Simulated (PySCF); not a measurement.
Geometries of 2 isomers of C3H6O2, from PBE0-D3(BJ)/def2-SVP geometry optimisation, gas phase (PySCF). One conformer each, no zero-point energy, no frequencies.

Question: Which is lower in electronic energy at this level?
A.
```xyz
11
angstrom
C      1.808    0.321    0.160
O      0.447    0.262    0.547
C     -0.405   -0.185   -0.387
C     -1.812   -0.217    0.134
O     -0.056   -0.519   -1.488
H      1.944    0.991   -0.702
H      2.359    0.704    1.027
H      2.182   -0.675   -0.118
H     -2.497   -0.489   -0.676
H     -2.084    0.761    0.555
H     -1.887   -0.954    0.948
```
B.
```xyz
11
angstrom
C     -1.457    0.193    0.322
C     -0.159   -0.578    0.200
C      1.042    0.312    0.035
O      1.026    1.515    0.013
O      2.175   -0.395   -0.086
H     -2.307   -0.491    0.456
H     -1.427    0.881    1.179
H     -1.640    0.802   -0.575
H     -0.170   -1.273   -0.656
H      0.027   -1.216    1.080
H      2.891    0.251   -0.184
```

Answer: B. That is `C(C(O)=O)C` (propanoic acid), 10.7 kcal/mol below the other.

```json
{"SMILES": "CCC(=O)O", "atoms numbered as above": "[CH3:1][CH2:2][C:3](=[O:4])[OH:5]", "E (Eh)": "-267.91074", "relative (kcal/mol)": "0.0", "relative (kJ/mol)": "0.0", "dipole (D)": "1.52"}
{"SMILES": "COC(C)=O", "atoms numbered as above": "[CH3:1][O:2][C:3]([CH3:4])=[O:5]", "E (Eh)": "-267.89376", "relative (kcal/mol)": "10.7", "relative (kJ/mol)": "44.6", "dipole (D)": "1.80"}
```

As drawn, the lower has an O–H bond, which the higher lacks.
